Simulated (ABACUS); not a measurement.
# Si (Fd-3m) in ABACUS: a series of runs, part 2 of 2

ABACUS 3.10.1. Earlier steps stand in the parts before.

### Step 4. Band structure, rPW86PBE

Input file INPUT:

```
INPUT_PARAMETERS
suffix              Si
calculation         nscf
basis_type          pw
pseudo_dir          ./
symmetry            -1
dft_functional      GGA_X_RPW86+GGA_C_PBE
ecutwfc             60.0
pseudo_rcut         10
nspin               1
nbands              14
ks_solver           dav
smearing_method     fd
smearing_sigma      0.00367493
scf_thr             1e-08
scf_nmax            100
mixing_type         broyden
mixing_beta         0.7
init_chg            file
pw_diag_thr         1e-07
out_band            1
kpar                4
```

Input file STRU:

```
ATOMIC_SPECIES
Si 28.0850 14_Si_4_1.9_1.9_pbe_n_v1.0.upf

LATTICE_CONSTANT
1.8897261246

LATTICE_VECTORS
0.0000000000 2.7218511865 2.7218511865
2.7218511865 0.0000000000 2.7218511865
2.7218511865 2.7218511865 0.0000000000

ATOMIC_POSITIONS
Direct

Si
0.0
2
0.5000000000 0.5000000000 0.5000000000 1 1 1
0.7500000000 0.7500000000 0.7500000000 1 1 1
```

Input file KPT:

```
K_POINTS
12
Line
0.00000000 0.00000000 0.00000000 10 // G
0.50000000 0.00000000 0.50000000 10 // X
0.50000000 0.25000000 0.75000000 10 // W
0.37500000 0.37500000 0.75000000 10 // K
0.00000000 0.00000000 0.00000000 10 // G
0.50000000 0.50000000 0.50000000 10 // L
0.62500000 0.25000000 0.62500000 10 // U
0.50000000 0.25000000 0.75000000 10 // W
0.50000000 0.50000000 0.50000000 10 // L
0.37500000 0.37500000 0.75000000 1 // K
0.62500000 0.25000000 0.62500000 10 // U
0.50000000 0.00000000 0.50000000 1 // X
```

Potentials or basis: SPMS ONCV 1.0 PBE, plane waves.

The run is started by

```
OMP_NUM_THREADS=1 mpirun -np 4 abacus > log
```

Run time: 8.1 s. Hardware: 4 MPI ranks of Intel Xeon Platinum 8259CL at 2.50GHz (Skylake/Cascade Lake), shared host; peak memory 0.36 GiB.

The run converged. Its results:

| Item | Value |
| --- | --- |
| Band gap along the path | 0.75 eV, indirect (least direct gap 2.66 eV) |

Levels at the corners of the path, in eV from the Fermi level:
```
point  band 2  band 3  band 4  band 5  band 6  band 7
    Γ   -0.41   -0.41   -0.41    2.25    2.25    2.25
    X   -8.17   -3.19   -3.19    0.48    0.48    9.70
    W   -8.01   -4.14   -4.14    3.98    3.98    4.67
    K   -7.58   -4.58   -2.77    0.96    3.83    7.11
    Γ   -0.41   -0.41   -0.41    2.25    2.25    2.25
    L   -7.27   -1.58   -1.58    1.19    3.06    3.06
    U   -7.58   -4.58   -2.77    0.96    3.83    7.11
    W   -8.01   -4.14   -4.14    3.98    3.98    4.67
    L   -7.27   -1.58   -1.58    1.19    3.06    3.06
    K   -7.58   -4.58   -2.77    0.96    3.83    7.11
    U   -7.58   -4.58   -2.77    0.96    3.83    7.11
    X   -8.17   -3.19   -3.19    0.48    0.48    9.70
```

Caveat: the density is read from an earlier self-consistent run, whose mesh may be coarse.

### Step 5. Band structure, BLYP

INPUT: that of step 4 with these lines changed.

```diff
@@ -6,4 +6,4 @@
 symmetry            -1
-dft_functional      GGA_X_RPW86+GGA_C_PBE
-ecutwfc             60.0
+dft_functional      GGA_X_B88+GGA_C_LYP
+ecutwfc             40.0
 pseudo_rcut         10
@@ -18,2 +18,3 @@
 mixing_beta         0.7
+ecutrho             320.0
 init_chg            file
```

STRU: that of step 4 with these lines changed.

```diff
@@ -1,3 +1,3 @@
 ATOMIC_SPECIES
-Si 28.0850 14_Si_4_1.9_1.9_pbe_n_v1.0.upf
+Si 28.0850 si_pbe_v1.uspp.F.UPF
```

KPT is that of step 4.

Potentials or basis: GBRV ultrasoft 1.5 PBE, plane waves.

The run is started by

```
OMP_NUM_THREADS=1 mpirun -np 4 abacus > log
```

running log:

```text
ABACUS v3.10.1

               Atomic-orbital Based Ab-initio Computation at UStc

 ------------------------------------------------------------------------------------

 READING GENERAL INFORMATION
                           global_out_dir = OUT.Si/
                           global_in_card = INPUT
                               pseudo_dir = ./
                              orbital_dir =
                                    DSIZE = 4
                                    GSIZE = 1

 READING UNITCELL INFORMATION
                                    ntype = 1
                  lattice constant (Bohr) = 1.88973
              lattice constant (Angstrom) = 1

 READING ATOM TYPE 1
                               atom label = Si
                      L=0, number of zeta = 1
                      L=1, number of zeta = 1
                      L=2, number of zeta = 1
             number of atom for this type = 2

                        TOTAL ATOM NUMBER = 2
DIRECT COORDINATES
    atom                   x                   y                   z     mag                  vx                  vy                  vz
taud_Si1            0.5000000000        0.5000000000        0.5000000000  0.0000        0.0000000000        0.0000000000        0.0000000000
taud_Si2            0.7500000000        0.7500000000        0.7500000000  0.0000        0.0000000000        0.0000000000        0.0000000000

                          Volume (Bohr^3) = 272.157
                             Volume (A^3) = 40.3295

 Lattice vectors: (Cartesian coordinate: in unit of a_0)
                   +0            +2.72185            +2.72185
             +2.72185                  +0            +2.72185
             +2.72185            +2.72185                  +0
 Reciprocal vectors: (Cartesian coordinate: in unit of 2 pi/a_0)
            -0.183699           +0.183699           +0.183699
            +0.183699           -0.183699           +0.183699
            +0.183699           +0.183699           -0.183699
 The esolver type has been set to : ksdft_pw

                PAO radial cut off (Bohr) = 10

 Read in pseudopotential file is si_pbe_v1.uspp.F.UPF
                     pseudopotential type = US
          exchange-correlation functional = PBE
                 nonlocal core correction = 1
                        valence electrons = 4
                                     lmax = 2
                           number of zeta = 2
                     number of projectors = 6
                           L of projector = 0
                           L of projector = 0
                           L of projector = 1
                           L of projector = 1
                           L of projector = 2
                           L of projector = 2
 XC functional updated to : GGA_X_B88+GGA_C_LYP
          exchange-correlation functional = GGA_X_B88+GGA_C_LYP
     initial pseudo atomic orbital number = 8

 SETUP THE ELECTRONS NUMBER
            electron number of element Si = 4
      total electron number of element Si = 8
            AUTOSET number of electrons:  = 8
                           occupied bands = 4
                                   NBANDS = 14
                                   NLOCAL = 18

 SETUP THE PLANE WAVE BASIS
 energy cutoff for charge/potential (unit:Ry) = 160
            fft grid for charge/potential = [ 30, 30, 30 ]
                        fft grid division = [ 1, 1, 1 ]
        big fft grid for charge/potential = [ 45, 45, 45 ]
                                     nbxx = 91125
                                     nrxx = 27000

 SETUP PLANE WAVES FOR CHARGE/POTENTIAL
                    number of plane waves = 9377
                         number of sticks = 583

 PARALLEL PW FOR CHARGE/POTENTIAL
     PROC   COLUMNS(POT)             PW
        1            583           9377
 --------------- sum -------------------
        1            583           9377
                            number of |g| = 146
                                  max |g| = 14.4429
                                  min |g| = 0

 energy cutoff for dense charge/potential (unit:Ry) = 320
      fft grid for dense charge/potential = [ 45, 45, 45 ]
                                     nrxx = 91125

 SETUP PLANE WAVES FOR dense CHARGE/POTENTIAL
                    number of plane waves = 26301
                         number of sticks = 1159

 PARALLEL PW FOR dense CHARGE/POTENTIAL
     PROC   COLUMNS(POT)             PW
        1           1159          26301
 --------------- sum -------------------
        1           1159          26301
                            number of |g| = 289
                                  max |g| = 28.8858
                                  min |g| = 0

----------- Double Check Mixing Parameters Begin ------------
mixing_type: broyden
mixing_beta: 0.7
mixing_gg0: 1
mixing_gg0_min: 0.1
mixing_ndim: 8
----------- Double Check Mixing Parameters End ------------

 SETUP K-POINTS
                                    nspin = 1
                                   nkstot = 102
K-POINTS DIRECT COORDINATES
 KPOINTS    DIRECT_X    DIRECT_Y    DIRECT_Z  WEIGHT
       1  0.00000000  0.00000000  0.00000000  1.0000
       2  0.05000000  0.00000000  0.05000000  1.0000
       3  0.10000000  0.00000000  0.10000000  1.0000
       4  0.15000000  0.00000000  0.15000000  1.0000
       5  0.20000000  0.00000000  0.20000000  1.0000
       6  0.25000000  0.00000000  0.25000000  1.0000
[... 22 lines left out ...]
      29  0.40000000  0.35000000  0.75000000  1.0000
      30  0.38750000  0.36250000  0.75000000  1.0000
[... 72 further k points ...]

           k-point number in this process = 26
       minimum distributed K point number = 25

[... K-POINTS CARTESIAN COORDINATES: 26 rows ...]

[... K-POINTS DIRECT COORDINATES: 26 rows ...]

 SETUP PLANE WAVES FOR WAVE FUNCTIONS
     energy cutoff for wavefunc (unit:Ry) = 40
              fft grid for wave functions = [ 30, 30, 30 ]
                    number of plane waves = 1591
                         number of sticks = 187

 PARALLEL PW FOR WAVE FUNCTIONS
     PROC   COLUMNS(POT)             PW
        1            187           1591
 --------------- sum -------------------
        1            187           1591

 SETUP NONLOCAL PSEUDOPOTENTIALS IN PLANE WAVE BASIS
 Si non-local projectors:
 projector 1 L=0
 projector 2 L=0
 projector 3 L=1
 projector 4 L=1
 projector 5 L=2
 projector 6 L=2
      TOTAL NUMBER OF NONLOCAL PROJECTORS = 36

 Init Non-Local PseudoPotential table :
 Init Non-Local-Pseudopotential done.

                                     npwx = 1211

 Make real space PAO into reciprocal space.
       max mesh points in Pseudopotential = 717
     dq(describe PAO in reciprocal space) = 0.01
                                    max q = 763

 number of pseudo atomic orbitals for Si is 2
WARNING: norm of atomic wavefunction # 2 of atomic type Si is 0.999833, renormalized

 -------------------------------------------
 NONSELF-CONSISTENT
 -------------------------------------------
                                 init_chg = file
 try to read charge from file
 Read in the charge density: OUT.Si//Si-CHARGE-DENSITY.restart

 PW ALGORITHM --------------- ION=   1  ELEC=   1--------------------------------
 k(1/102) Iter steps (avg)=11 threshold=1e-07
 k(2/102) Iter steps (avg)=12 threshold=1e-07
 k(3/102) Iter steps (avg)=11 threshold=1e-07
 k(4/102) Iter steps (avg)=11 threshold=1e-07
 k(5/102) Iter steps (avg)=12 threshold=1e-07
 k(6/102) Iter steps (avg)=13 threshold=1e-07
 k(7/102) Iter steps (avg)=14 threshold=1e-07
 k(8/102) Iter steps (avg)=26 threshold=1e-07
 k(9/102) Iter steps (avg)=18 threshold=1e-07
 k(10/102) Iter steps (avg)=15 threshold=1e-07
[... 6 lines left out ...]
 k(17/102) Iter steps (avg)=20 threshold=1e-07
 k(18/102) Iter steps (avg)=24 threshold=1e-07
 k(19/102) Iter steps (avg)=22 threshold=1e-07
 k(20/102) Iter steps (avg)=22 threshold=1e-07
 k(21/102) Iter steps (avg)=19 threshold=1e-07
 k(22/102) Iter steps (avg)=21 threshold=1e-07
 k(23/102) Iter steps (avg)=22 threshold=1e-07
 k(24/102) Iter steps (avg)=26 threshold=1e-07
 k(25/102) Iter steps (avg)=24 threshold=1e-07
 k(26/102) Iter steps (avg)=24 threshold=1e-07
[... levels at 26 k points of this process ...]

 Density error is 0.00000000000
                          Error Threshold = 1.00000000000e-07
----------------------------------------------------------
     Energy           Rydberg                 eV
----------------------------------------------------------
 E_KohnSham     -19.0682210022       -259.4364563527
 E_KS(sigma->0) -19.0682201266       -259.4364444396
 E_Harris       -19.0682210022       -259.4364563527
 E_band         0.9083818576         12.3591692236
 E_one_elec     5.0126708668         68.2008859869
 E_Hartree      1.1838805347         16.1075210234
 E_xc           -8.5081116323        -115.7587974197
 E_Ewald        -16.7566590202       -227.9860421172
 E_entropy(-TS) -0.0000017512        -0.0000238262
 E_descf        0.0000000000         0.0000000000
 E_exx          0.0000000000         0.0000000000
 E_Fermi        0.5132438904         6.9830413737
----------------------------------------------------------

 charge density convergence is achieved
 final etot is -259.43645635 eV
 EFERMI = 6.9830413737 eV

 STATE ENERGY(eV) AND OCCUPATIONS    NSPIN == 1
 1/26 kpoint (Cartesian) = 0.0000 0.0000 0.0000 (1211 pws)
       1       -5.27939      0.0196078
       2        6.54725      0.0196046
       3        6.54725      0.0196046
       4        6.54725      0.0196046
       5        9.24449    4.46420e-22
       6        9.24449    4.46420e-22
       7        9.24449    4.46420e-22
       8        9.83412    3.37501e-27
       9        14.4328    3.84397e-67
      10        14.4328    3.84396e-67
      11        14.8064    2.18596e-70
      12        18.0430        0.00000
      13        18.0430        0.00000
      14        18.0430        0.00000
[... 65 lines left out ...]
 6/26 kpoint (Cartesian) = 0.0000 0.091849 0.0000 (1174 pws)
       1       -4.21368      0.0196078
       2        3.03918      0.0196078
       3        4.73063      0.0196078
       4        4.73063      0.0196078
       5        7.87838    3.27789e-10
       6        9.89293    1.04094e-27
       7        12.3579    4.04949e-49
       8        12.3579    4.04949e-49
       9        14.5794    2.04733e-68
      10        15.6318    1.48139e-77
      11        18.2095        0.00000
      12        19.7467        0.00000
      13        19.7467        0.00000
      14        20.5579        0.00000

[... levels at 20 further k points ...]

 --------------------------------------------
 !FINAL_ETOT_IS -259.4364563527155 eV
 --------------------------------------------

 Output bands in file: OUT.Si/BANDS_1.dat
```

Wall time 4.1 s (4 MPI ranks of Intel Xeon 6975P-C (Granite Rapids), shared host); peak memory 0.56 GiB.

Results:

- Band gap along the path: 0.81 eV, indirect (least direct gap 2.70 eV)

Levels at the corners of the path, in eV from the Fermi level:
```tsv
point	band 1	band 2	band 3	band 4	band 5	band 6	band 7	band 8
Γ	-12.27	-0.44	-0.44	-0.44	2.26	2.26	2.26	2.85
X	-8.19	-8.19	-3.20	-3.20	0.51	0.51	9.68	9.68
W	-8.04	-8.04	-4.13	-4.13	4.01	4.01	4.66	4.66
K	-8.61	-7.60	-4.57	-2.79	0.99	3.85	7.11	7.63
Γ	-12.27	-0.44	-0.44	-0.44	2.26	2.26	2.26	2.85
L	-9.99	-7.27	-1.61	-1.61	1.18	3.08	3.08	7.62
U	-8.61	-7.60	-4.57	-2.79	0.99	3.85	7.11	7.63
W	-8.04	-8.04	-4.13	-4.13	4.01	4.01	4.66	4.66
L	-9.99	-7.27	-1.61	-1.61	1.18	3.08	3.08	7.62
K	-8.61	-7.60	-4.57	-2.79	0.99	3.85	7.11	7.63
U	-8.61	-7.60	-4.57	-2.79	0.99	3.85	7.11	7.63
X	-8.19	-8.19	-3.20	-3.20	0.51	0.51	9.68	9.68
```

Caveat: the density is read from an earlier self-consistent run, whose mesh may be coarse.

### Step 6. Band structure, PBE

INPUT: that of step 5 with these lines changed.

```diff
@@ -6,4 +6,4 @@
 symmetry            -1
-dft_functional      GGA_X_B88+GGA_C_LYP
-ecutwfc             40.0
+dft_functional      pbe
+ecutwfc             36.0
 pseudo_rcut         10
@@ -18,3 +18,2 @@
 mixing_beta         0.7
-ecutrho             320.0
 init_chg            file
```

STRU: that of step 5 with these lines changed.

```diff
@@ -1,3 +1,3 @@
 ATOMIC_SPECIES
-Si 28.0850 si_pbe_v1.uspp.F.UPF
+Si 28.0850 Si.upf
```

KPT is that of step 5.

Potentials or basis: PseudoDojo NC SR 0.5 PBE stringent, plane waves.

The run is started by

```
OMP_NUM_THREADS=1 mpirun -np 4 abacus > log
```

Run time: 3.3 s. Hardware: 4 MPI ranks of Intel Xeon Platinum 8259CL at 2.50GHz (Skylake/Cascade Lake), shared host; peak memory 0.36 GiB.

Results (log left out):

* Band gap along the path: 0.59 eV, indirect (least direct gap 2.55 eV)

Levels at the corners of the path, in eV from the Fermi level:
| point | band 1 | band 2 | band 3 | band 4 | band 5 | band 6 | band 7 | band 8 | band 9 |
| --- | --- | --- | --- | --- | --- | --- | --- | --- | --- |
| Γ | -12.24 | -0.33 | -0.33 | -0.33 | 2.22 | 2.22 | 2.22 | 2.93 | 7.39 |
| X | -8.13 | -8.13 | -3.17 | -3.17 | 0.39 | 0.39 | 9.70 | 9.70 | 10.64 |
| W | -7.97 | -7.97 | -4.15 | -4.15 | 3.94 | 3.94 | 4.64 | 4.64 | 10.20 |
| K | -8.54 | -7.54 | -4.60 | -2.74 | 0.88 | 3.79 | 7.10 | 7.65 | 7.84 |
| Γ | -12.24 | -0.33 | -0.33 | -0.33 | 2.22 | 2.22 | 2.22 | 2.93 | 7.39 |
| L | -9.93 | -7.27 | -1.52 | -1.52 | 1.17 | 3.01 | 3.01 | 7.39 | 10.21 |
| U | -8.54 | -7.54 | -4.60 | -2.74 | 0.88 | 3.79 | 7.10 | 7.65 | 7.84 |
| W | -7.97 | -7.97 | -4.15 | -4.15 | 3.94 | 3.94 | 4.64 | 4.64 | 10.20 |
| L | -9.93 | -7.27 | -1.52 | -1.52 | 1.17 | 3.01 | 3.01 | 7.39 | 10.21 |
| K | -8.54 | -7.54 | -4.60 | -2.74 | 0.88 | 3.79 | 7.10 | 7.65 | 7.84 |
| U | -8.54 | -7.54 | -4.60 | -2.74 | 0.88 | 3.79 | 7.10 | 7.65 | 7.84 |
| X | -8.13 | -8.13 | -3.17 | -3.17 | 0.39 | 0.39 | 9.70 | 9.70 | 10.64 |

Caveat: the density is read from an earlier self-consistent run, whose mesh may be coarse.
